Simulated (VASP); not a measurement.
Nb, 16 atoms in the cell. The structure is cubic, space group Im-3m (No. 229). Conventional cell: a = 3.328 Å, b = 3.328 Å, c = 3.328 Å, α = 90.00°, β = 90.00°, γ = 90.00°. Around Nb (site symmetry m-3m) lie 8 Nb at 2.88 Å. 

| Quantity | Value |
| --- | --- |
| Program | VASP 6.6.1 |
| Task | core levels |
| Functional | r2SCAN |
| Potentials or basis | VASP PAW PBE potentials, release 64 (Nb_sv) |
| Cutoff | 520 eV |
| k mesh | 5 × 5 × 5 |
| Occupations | methfessel-paxton, width 0.1 eV |
| Spin | no spin polarisation |
| Further INCAR settings | ALGO = Normal; EDIFF = 1e-06 |

Potentials or basis: VASP PAW PBE potentials, release 64 (Nb_sv).

Command:

```bash
$ cat potpaw_PBE.64/Nb_sv/POTCAR > POTCAR
$ mpirun -np 4 vasp_std > vasp.out
```

Hardware: 4 MPI ranks on Intel(R) Xeon(R) Platinum 8259CL CPU @ 2.50GHz (Skylake/Cascade Lake), on a shared host.

Q: Estimate the wall time of this run.

A: Wall time 11 min on 4 MPI ranks on Intel(R) Xeon(R) Platinum 8259CL CPU @ 2.50GHz (Skylake/Cascade Lake), with other jobs on the host, peak memory 0.51 GiB a rank. Counts: scf iterations 20, k points 10.
